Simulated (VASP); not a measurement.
# LiH (P4/mmm) in VASP: notebook

One crystal, LiH, is run at these levels: r2SCAN, HSE06; tasks: single point.

All numbers are computed with VASP 6.6.1; they aren't measurements. Logs are shortened: lines on timing, memory, paths and dates and some standing lists are left out, and cuts for length are marked.

### 1 The cell of the first run

The structure is tetragonal, space group P4/mmm (No. 123). The conventional cell has a = 2.537 Å, b = 2.537 Å, c = 2.502 Å, α = 90.00°, β = 90.00°, γ = 90.00°. Li (site symmetry 4/mmm) has 8 H at 2.19 Å and 2 Li at 2.50 Å as nearest neighbours. H (site symmetry 4/mmm) has 8 Li at 2.19 Å and 2 H at 2.50 Å as nearest neighbours.

The cell was built by a generator and needn't be a form met in nature.

### 2 Single point, r2SCAN (biaxial_xy strain +1.4%)

Input file POSCAR:

```
LiH
1.0
    2.5374324314      0.0000000000      0.0000000000
    0.0000000000      2.5374324314      0.0000000000
    0.0000000000      0.0000000000      2.5016587118
Li H
1 1
Direct
    0.0000000000      0.0000000000      0.0000000000
    0.5000000000      0.5000000000      0.5000000000
```

Input file INCAR.step1:

```
ALGO = Normal ; EDIFF = 1E-4
ENCUT = 520 ; GGA = PE
ISMEAR = 0 ; LASPH = True
LCHARG = False ; LREAL = False
LWAVE = True ; NBANDS = 9
NELM = 100 ; PREC = Accurate
SIGMA = 0.01
```

Input file INCAR.step2:

```
ALGO = Normal ; EDIFF = 1E-6
ENCUT = 520 ; ISIF = 2
ISMEAR = 0 ; ISTART = 1
LASPH = True ; LCHARG = True
LELF = True ; LMIXTAU = True
LREAL = False ; LVHAR = True
LWAVE = False ; METAGGA = R2SCAN
NBANDS = 9 ; NELM = 100
PREC = Accurate ; SIGMA = 0.01
```

Input file KPOINTS:

```
k-points
0
Gamma
  10 10 10
```

Potentials or basis: VASP PAW PBE potentials, release 64 (Li_sv, H).

On the command line:

```bash
> cat potpaw_PBE.64/Li_sv/POTCAR potpaw_PBE.64/H/POTCAR > POTCAR
> cp INCAR.step1 INCAR
> mpirun -np 1 vasp_std > vasp.out
> cp INCAR.step2 INCAR
> mpirun -np 1 vasp_std > vasp.out
```

OUTCAR:

```text
EDIFF = 1E-6
   ENCUT = 520
   ISIF = 2
   ISMEAR = 0
   ISTART = 1
   LASPH = True
   LREAL = False
   METAGGA = R2SCAN
   NELM = 100
   PREC = Accurate

 ion  position               nearest neighbor table
   1  0.000  0.000  0.000-
   2  0.500  0.500  0.500-

  LATTYP: Found a simple tetragonal cell.
 ALAT       =     2.5374324314
 C/A-ratio  =     0.9859016070

  Lattice vectors:

 A1 = (   2.5374324314,   0.0000000000,   0.0000000000)
 A2 = (   0.0000000000,   2.5374324314,   0.0000000000)
 A3 = (   0.0000000000,   0.0000000000,   2.5016587118)

Analysis of symmetry for initial positions (statically):
=====================================================================
 Subroutine PRICEL returns:
 Original cell was already a primitive cell.

 Routine SETGRP: Setting up the symmetry group for a
 simple tetragonal supercell.

 Subroutine GETGRP returns: Found 16 space group operations
 (whereof 16 operations were pure point group operations)
 out of a pool of 16 trial point group operations.

The static configuration has the point symmetry D_4h.

Analysis of symmetry for dynamics (positions and initial velocities):
=====================================================================
 Subroutine PRICEL returns:
 Original cell was already a primitive cell.

 Routine SETGRP: Setting up the symmetry group for a
 simple tetragonal supercell.

 Subroutine GETGRP returns: Found 16 space group operations
 (whereof 16 operations were pure point group operations)
 out of a pool of 16 trial point group operations.

The dynamic configuration has the point symmetry D_4h.

 Subroutine INISYM returns: Found 16 space group operations
 (whereof 16 operations are pure point group operations),
 and found     1 'primitive' translations

----------------------------------------------------------------------------------------

                                     Primitive cell

  volume of cell :      16.1071

  direct lattice vectors                    reciprocal lattice vectors
     2.537432431  0.000000000  0.000000000     0.394099164  0.000000000  0.000000000
     0.000000000  2.537432431  0.000000000     0.000000000  0.394099164  0.000000000
     0.000000000  0.000000000  2.501658712     0.000000000  0.000000000  0.399734782

  length of vectors
     2.537432431  2.537432431  2.501658712     0.394099164  0.394099164  0.399734782

  position of ions in fractional coordinates (direct lattice)
     0.000000000  0.000000000  0.000000000
     0.500000000  0.500000000  0.500000000

  ion indices of the primitive-cell ions
   primitive index   ion index
                 1           1
                 2           2

----------------------------------------------------------------------------------------

 KPOINTS: k-points

Automatic generation of k-mesh.
 Grid dimensions read from file:
 generate k-points for:   10   10   10

 Generating k-lattice:

  Cartesian coordinates                     Fractional coordinates (reciprocal lattice)
     0.039409916  0.000000000  0.000000000     0.100000000  0.000000000  0.000000000
     0.000000000  0.039409916  0.000000000     0.000000000  0.100000000  0.000000000
     0.000000000  0.000000000  0.039973478     0.000000000  0.000000000  0.100000000

  Length of vectors
     0.039409916  0.039409916  0.039973478

  Shift w.r.t. Gamma in fractional coordinates (k-lattice)
     0.000000000  0.000000000  0.000000000

 Subroutine IBZKPT returns following result:
 ===========================================

 Found    126 irreducible k-points:

 Following reciprocal coordinates:
            Coordinates               Weight
  0.000000  0.000000  0.000000      1.000000
  0.100000  0.000000  0.000000      4.000000
  0.200000  0.000000  0.000000      4.000000
  0.300000  0.000000  0.000000      4.000000
  0.400000  0.000000  0.000000      4.000000
  0.500000  0.000000  0.000000      2.000000
[... 16 lines left out ...]
  0.100000  0.000000  0.100000      8.000000
  0.200000  0.000000  0.100000      8.000000
 [... further k-points ...]
   k-points           NKPTS =    126   k-points in BZ     NKDIM =    126   number of bands    NBANDS=      9
   number of dos      NEDOS =    301   number of ions     NIONS =      2
   total plane-waves  NPLWV =   8000
   dimension x,y,z NGX =    20 NGY =   20 NGZ =   20
   dimension x,y,z NGXF=    40 NGYF=   40 NGZF=   40
   ions per type =               1   1
   NGX,Y,Z   is equivalent  to a cutoff of  13.10, 13.10, 13.29 a.u.
   NGXF,Y,Z  is equivalent  to a cutoff of  26.21, 26.21, 26.58 a.u.
 SYSTEM =  unknown system
   PREC   = accura    normal or accurate (medium, high low for compatibility)
   ISTART =      1    job   : 0-new  1-cont  2-samecut
   ICHARG =      0    charge: 1-file 2-atom 10-const
   ISPIN  =      1    spin polarized calculation?
   LNONCOLLINEAR =      F non collinear calculations
   LSORBIT =      F    spin-orbit coupling
   LASPH  =      T    aspherical Exc in radial PAW
[... 27 lines left out ...]
   METAGGA = R2SCAN    functional components
   LHFCALC =     F    Hartree Fock is set to
   AEXX    =    0.0000 exact exchange contribution
   IVDW    =     0    specifies the selected vdW correction
   LEPSILON=     F    determine dielectric tensor
   LRPA    =     F    only Hartree local field effects (RPA)
 non-spin polarized calculation
 Gauss-broadening in eV      SIGMA  =   0.01
  energy-cutoff  :      520.00
  volume of cell :       16.11
 maximum number of plane-waves:       451
 NGX is ok and might be reduce to    20
   NGX =  9   NGY =  9   NGZ =  9

 number of electron       4.0000010 magnetization

 Free energy of the ion-electron system (eV)
  ---------------------------------------------------
  ext. energy  EPLUGINS =         0.00000000
  ---------------------------------------------------
  free energy    TOTEN  =        -6.33621204 eV

  energy without entropy =       -6.33621204  energy(sigma->0) =       -6.33621204

 E-fermi :   3.4815     XC(G=0):  -8.9261

 val. band max:        3.2677984958   @ k =   0.5000   0.5000   0.5000
 cond. band min:       4.5116665527   @ k =   0.5000   0.0000   0.0000
 fundamental gap:      1.2438680570
 Fermi energy:         3.4814604059

 k-point     1 :       0.0000    0.0000    0.0000
  band No.  band energies     occupation
      1     -46.4676      2.00000
      2      -5.6616      2.00000
      3      15.9239      0.00000
      4      15.9239      0.00000
      5      16.5603      0.00000
      6      16.9731      0.00000
      7      18.9490      0.00000
      8      19.3853      0.00000
      9      36.8561      0.00000

 k-point     2 :       0.1000    0.0000    0.0000
  band No.  band energies     occupation
      1     -46.4635      2.00000
      2      -5.5097      2.00000
      3      13.1035      0.00000
      4      16.1587      0.00000
      5      16.7934      0.00000
      6      17.1122      0.00000
      7      19.5210      0.00000
      8      22.0940      0.00000
      9      34.7838      0.00000

 k-point     3 :       0.2000    0.0000    0.0000
  band No.  band energies     occupation
      1     -46.4525      2.00000
      2      -5.0727      2.00000
      3       9.8412      0.00000
      4      16.7726      0.00000
      5      16.8609      0.00000
      6      17.4941      0.00000
      7      20.2395      0.00000
      8      26.8012      0.00000
      9      31.2640      0.00000

 k-point     4 :       0.3000    0.0000    0.0000
  band No.  band energies     occupation
      1     -46.4389      2.00000
      2      -4.4273      2.00000
      3       7.1352      0.00000
      4      16.3269      0.00000
      5      18.0136      0.00000
      6      18.6417      0.00000
      7      21.4356      0.00000
      8      27.8854      0.00000
      9      28.5095      0.00000
[... 205 lines left out ...]
 k-point    22 :       0.0000    0.0000    0.1000
  band No.  band energies     occupation
      1     -46.4628      2.00000
      2      -5.5016      2.00000
      3      13.6027      0.00000
      4      16.1662      0.00000
      5      16.1662      0.00000
      6      16.9579      0.00000
      7      19.1982      0.00000
      8      22.7222      0.00000
      9      35.0944      0.00000

 k-point    23 :       0.1000    0.0000    0.1000
  band No.  band energies     occupation
      1     -46.4587      2.00000
      2      -5.3465      2.00000
      3      13.0336      0.00000
      4      14.0138      0.00000
      5      16.4011      0.00000
      6      17.4044      0.00000
      7      21.5826      0.00000
      8      23.4236      0.00000
      9      33.2052      0.00000

 k-point    24 :       0.2000    0.0000    0.1000
  band No.  band energies     occupation
      1     -46.4479      2.00000
      2      -4.8996      2.00000
      3       9.9261      0.00000
      4      14.2647      0.00000
      5      17.1019      0.00000
      6      17.4090      0.00000
      7      23.0129      0.00000
      8      27.2284      0.00000
      9      29.9533      0.00000

 [... further k-points ...]

------------------------ aborting loop because EDIFF is reached ----------------------------------------

  FORCE on cell =-STRESS in cart. coord.  units (eV):
  Direction    XX          YY          ZZ          XY          YZ          ZX
  --------------------------------------------------------------------------------------
  -------------------------------------------------------------------------------------
  Total       -0.2503153     -0.2503153      0.0822058      0.0000000     -0.0000000      0.0000000
  in kB      -24.8989459    -24.8989459      8.1770407      0.0000000     -0.0000000      0.0000000
  external PRESSURE =     -13.8736170 kB  Pullay stress =       0.0000000 kB

 VOLUME and BASIS-vectors are now :
 -----------------------------------------------------------------------------
  energy-cutoff  :      520.00
  volume of cell :       16.11
      direct lattice vectors                 reciprocal lattice vectors
     2.537432431  0.000000000  0.000000000     0.394099164  0.000000000  0.000000000
     0.000000000  2.537432431  0.000000000     0.000000000  0.394099164  0.000000000
     0.000000000  0.000000000  2.501658712     0.000000000  0.000000000  0.399734782

 POSITION                                       TOTAL-FORCE (eV/Angst)
 -----------------------------------------------------------------------------------
      0.00000      0.00000      0.00000         0.000000      0.000000      0.000000
      1.26872      1.26872      1.25083         0.000000      0.000000      0.000000
 -----------------------------------------------------------------------------------
    total drift:                               -0.000000      0.000000      0.000000

  FREE ENERGIE OF THE ION-ELECTRON SYSTEM (eV)
  ---------------------------------------------------
  free  energy   TOTEN  =        -6.3362120379 eV

  energy  without entropy=       -6.3362120379  energy(sigma->0) =       -6.33621204
```

It took 24 s on 1 thread of Intel Xeon 6975P-C (Granite Rapids), shared host; peak memory 0.13 GiB.

Results:

| Item | Value |
| --- | --- |
| Free energy | -6.3362 eV |
| Band gap on the k mesh | 1.24 eV, indirect (least direct gap 4.81 eV) |

Caveat: the cutoff is under 1.25 times the usual one of these potentials, so pressure, stress and relaxed cells hold a basis-set (Pulay) error; the PAW data sets were made with another functional, which shifts forces and pressure a little.

### 3 Single point, HSE06 (biaxial_xy strain +1.4%)

POSCAR is that of step 2.

Input file INCAR.step1:

```
SYSTEM = LiH
ALGO = Normal
EDIFF = 1E-5
ENCUT = 520
GGA = PE
ISIF = 2
ISMEAR = 0
LASPH = .True.
LREAL = .False.
LWAVE = .True.
NBANDS = 9
NELM = 100
PREC = Accurate
SIGMA = 0.01
```

Input file INCAR.step2:

```
SYSTEM = LiH
ALGO = Normal
EDIFF = 1E-6
ENCUT = 520
GGA = PE
HFSCREEN = 0.2079
ISIF = 2
ISMEAR = 0
ISTART = 1
LASPH = .True.
LCHARG = .True.
LELF = .True.
LHFCALC = .True.
LREAL = .False.
LVHAR = .True.
LWAVE = .False.
NBANDS = 9
NELM = 100
PREC = Accurate
PRECFOCK = Normal
SIGMA = 0.01
```

Input file KPOINTS:

```
k-points
0
Gamma
  8 8 8
  0 0 0
```

Potentials or basis: VASP PAW PBE potentials, release 64 (Li_sv, H).

On the command line:

```bash
> cat potpaw_PBE.64/Li_sv/POTCAR potpaw_PBE.64/H/POTCAR > POTCAR
> cp INCAR.step1 INCAR
> mpirun -np 1 vasp_std > vasp.out
> cp INCAR.step2 INCAR
> mpirun -np 1 vasp_std > vasp.out
```

Run time: 4.1 min. Hardware: 1 thread of Intel Xeon 6975P-C (Granite Rapids), shared host; peak memory 0.24 GiB.

The run converged. Its results:

* Free energy: -6.2981 eV
* Band gap on the k mesh: 1.38 eV, indirect (least direct gap 5.19 eV)

Levels at points of the mesh, in eV from the valence-band top:
```
           k point  band 1  band 2  band 3  band 4  band 5  band 6  band 7
(0.00, 0.00, 0.00)  -51.41   -9.59   12.78   12.78   13.38   13.75   15.80
(0.50, 0.00, 0.00)  -51.36   -7.10    1.38   12.66   17.00   17.55   20.58
(0.50, 0.50, 0.00)  -51.32   -2.96    2.27    2.27    9.91   20.65   22.25
(0.00, 0.00, 0.50)  -51.35   -6.96    1.54   12.45   17.17   17.17   20.71
(0.50, 0.00, 0.50)  -51.31   -2.83    2.36    2.46   10.05   20.31   21.78
(0.50, 0.50, 0.50)  -51.27    0.00    7.31    7.45    7.45    9.63    9.63
```

Caveat: the cutoff is under 1.25 times the usual one of these potentials, so pressure, stress and relaxed cells hold a basis-set (Pulay) error; the PAW data sets were made with another functional, which shifts forces and pressure a little. A k mesh can miss the band edges.

### 4 Single point, r2SCAN (epitaxial_xy strain -0.5%)

Input file POSCAR:

```
LiH
1.0
    2.4889002523      0.0000000000      0.0000000000
    0.0000000000      2.4889002523      0.0000000000
    0.0000000000      0.0000000000      2.4967717452
Li H
1 1
Direct
    0.0000000000      0.0000000000      0.0000000000
    0.5000000000      0.5000000000      0.5000000000
```

Input file INCAR.step1:

```
SYSTEM = LiH
ALGO = Normal
EDIFF = 1E-4
ENCUT = 520
GGA = PE
ISMEAR = 0
LASPH = .TRUE.
LCHARG = .FALSE.
LREAL = .FALSE.
LWAVE = .TRUE.
NBANDS = 9
NELM = 100
PREC = Accurate
SIGMA = 0.01
```

Input file INCAR.step2:

```
SYSTEM = LiH
ALGO = Normal
EDIFF = 1E-7
ENCUT = 520
ISIF = 2
ISMEAR = 0
ISTART = 1
LASPH = .TRUE.
LCHARG = .FALSE.
LMIXTAU = .TRUE.
LREAL = .FALSE.
LWAVE = .FALSE.
METAGGA = R2SCAN
NBANDS = 9
NELM = 100
PREC = Accurate
SIGMA = 0.01
```

Input file KPOINTS:

```
k-points
0
G
  10 10 10
  0 0 0
```

On the command line:

```bash
> cat potpaw_PBE.64/Li_sv/POTCAR potpaw_PBE.64/H/POTCAR > POTCAR
> cp INCAR.step1 INCAR
> mpirun -np 1 vasp_std > vasp.out
> cp INCAR.step2 INCAR
> mpirun -np 1 vasp_std > vasp.out
```

Wall time 32 s (1 thread of Intel Xeon 6975P-C (Granite Rapids), shared host); peak memory 0.13 GiB.

It converged, with:

```yaml
Free_energy: -6.3393 eV
Band_gap_on_the_k_mesh: 1.27 eV, indirect (least direct gap 4.89 eV)
```

Levels at points of the mesh, in eV from the valence-band top:
```csv
k point,band 1,band 2,band 3,band 4,band 5,band 6,band 7
"(0.00, 0.00, 0.00)",-49.82,-9.21,13.01,13.16,13.16,14.21,16.11
"(0.50, 0.00, 0.00)",-49.76,-6.93,1.30,12.80,18.04,18.18,20.66
"(0.50, 0.50, 0.00)",-49.72,-2.88,2.02,2.02,10.57,21.87,22.15
"(0.00, 0.00, 0.50)",-49.77,-6.96,1.27,12.86,18.13,18.13,20.78
"(0.50, 0.00, 0.50)",-49.72,-2.91,1.97,2.00,10.54,21.95,22.26
"(0.50, 0.50, 0.50)",-49.68,0.00,7.52,7.52,7.55,9.11,9.12
```

Caveat: the cutoff is under 1.25 times the usual one of these potentials, so pressure, stress and relaxed cells hold a basis-set (Pulay) error; the PAW data sets were made with another functional, which shifts forces and pressure a little.

### 5 Single point, HSE06 (uniaxial_z strain -5.7%)

Input file POSCAR:

```
LiH
1.0
    2.5016587118      0.0000000000      0.0000000000
    0.0000000000      2.5016587118      0.0000000000
    0.0000000000      0.0000000000      2.3583136676
Li H
1 1
Direct
    0.0000000000      0.0000000000      0.0000000000
    0.5000000000      0.5000000000      0.5000000000
```

Input file INCAR.step1:

```
SYSTEM = LiH
ALGO     = Normal         ! electronic algorithm
EDIFF    = 1E-5           ! SCF threshold, eV
ENCUT    = 520            ! plane-wave cutoff, eV
GGA      = PE             ! functional
ISIF     = 2              ! what is computed and relaxed
ISMEAR   = 0              ! smearing method
LASPH    = .True.         ! aspherical terms in the spheres
LREAL    = .False.        ! projectors in reciprocal space
LWAVE    = .True.         ! write WAVECAR
NBANDS   = 9              ! bands
NELM     = 100            ! most SCF steps
PREC     = Accurate       ! precision mode
SIGMA    = 0.01           ! smearing width, eV
```

Input file INCAR.step2:

```
SYSTEM = LiH
ALGO     = Normal         ! electronic algorithm
EDIFF    = 1E-7           ! SCF threshold, eV
ENCUT    = 520            ! plane-wave cutoff, eV
GGA      = PE             ! functional
HFSCREEN = 0.2079         ! screening, 1/A
ISIF     = 2              ! what is computed and relaxed
ISMEAR   = 0              ! smearing method
ISTART   = 1            
LASPH    = .True.         ! aspherical terms in the spheres
LCHARG   = .True.         ! write CHGCAR
LELF     = .True.         ! ELF
LHFCALC  = .True.         ! exact exchange
LREAL    = .False.        ! projectors in reciprocal space
LVHAR    = .True.       
LWAVE    = .False.        ! write WAVECAR
NBANDS   = 9              ! bands
NELM     = 100            ! most SCF steps
PREC     = Accurate       ! precision mode
PRECFOCK = Normal       
SIGMA    = 0.01           ! smearing width, eV
```

Input file KPOINTS:

```
k-points
0
Gamma
  8 8 8
  0 0 0
```

On the command line:

```bash
> cat potpaw_PBE.64/Li_sv/POTCAR potpaw_PBE.64/H/POTCAR > POTCAR
> cp INCAR.step1 INCAR
> mpirun -np 1 vasp_std > vasp.out
> cp INCAR.step2 INCAR
> mpirun -np 1 vasp_std > vasp.out
```

Run time: 2.4 min. Hardware: 1 thread of Intel Xeon 6975P-C (Granite Rapids), shared host; peak memory 0.23 GiB.

The run converged. Its results:

| Property | Result |
| --- | --- |
| Free energy | -6.2706 eV |
| Band gap on the k mesh | 1.16 eV, indirect (least direct gap 5.09 eV) |

Levels at points of the mesh, in eV from the valence-band top:
```
           k point  band 1  band 2  band 3  band 4  band 5  band 6  band 7
(0.00, 0.00, 0.00)  -51.66  -10.27   12.56   12.56   14.38   15.27   15.71
(0.50, 0.00, 0.00)  -51.60   -7.88    1.16   13.40   16.93   19.42   20.59
(0.50, 0.50, 0.00)  -51.55   -3.56    1.76    1.76   10.20   22.46   24.48
(0.00, 0.00, 0.50)  -51.57   -7.27    1.84   12.61   17.72   17.72   21.18
(0.50, 0.00, 0.50)  -51.52   -2.94    2.16    2.57   10.75   20.93   22.39
(0.50, 0.50, 0.50)  -51.48    0.00    7.13    7.74    7.74    9.80    9.80
```

Caveat: the cutoff is under 1.25 times the usual one of these potentials, so pressure, stress and relaxed cells hold a basis-set (Pulay) error; the PAW data sets were made with another functional, which shifts forces and pressure a little. A k mesh can miss the band edges.

### 6 The runs side by side

| level | cell | k mesh | exchange at q = 0 | grid for exact exchange (PRECFOCK) | screening parameter | gap on the mesh (eV) |
| --- | --- | --- | --- | --- | --- | --- |
| r2SCAN | biaxial_xy strain +1.4% | 10 × 10 × 10 | - | - | - | 1.24 |
| HSE06 | biaxial_xy strain +1.4% | 8 × 8 × 8 | truncated | Normal | 0.2079 1/A | 1.38 |
| r2SCAN | epitaxial_xy strain -0.5% | 10 × 10 × 10 | - | - | - | 1.27 |
| HSE06 | uniaxial_z strain -5.7% | 8 × 8 × 8 | truncated | Normal | 0.2079 1/A | 1.16 |

Alike in all rows: task single point; potentials or basis VASP PAW PBE potentials, release 64 (Li_sv, H); no spin polarisation; cutoff (eV) 520; smearing gaussian 0.01 eV.

Caveats: the cutoff is under 1.25 times the usual one of these potentials, so pressure, stress and relaxed cells hold a basis-set (Pulay) error; the PAW data sets were made with another functional, which shifts forces and pressure a little.

Total energies depend on the potentials used, so only differences within one code and one set of settings carry meaning.
